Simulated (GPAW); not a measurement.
**CdO (Monteponite): equation of state with PBEsol**

The system is CdO (Monteponite).

```xyz
2
Lattice="0.0000 2.3495 2.3495 2.3495 0.0000 2.3495 2.3495 2.3495 0.0000" Properties=species:S:1:pos:R:3 pbc="T T T"
Cd    0.0000    0.0000    0.0000
O     2.3495    2.3495    2.3495
```

```
Program             : GPAW 26.7.0
Task                : equation of state
Functional          : PBEsol
Potentials or basis : PAW data sets generated in the run's folder for this functional
Cutoff              : 800 eV
Basis               : pw
k mesh              : 8 × 8 × 8
Occupations         : fermi-dirac, width 0.05 eV
Spin                : no spin polarisation
```

- Equilibrium volume: 12.87 Å³/atom
- Bulk modulus: 146 GPa
- Pressure derivative of the bulk modulus: 4.8

Energy against volume, from the lowest point:
```tsv
volume (Å³/atom)	energy (meV/atom)
12.191	17.66
12.451	6.23
12.710	0.55
12.970	0.00
13.229	4.06
13.488	12.15
13.748	23.89
```

Run time: 2 min on 1 thread of Arm Neoverse V1 (shared host), peak memory 0.21 GiB.
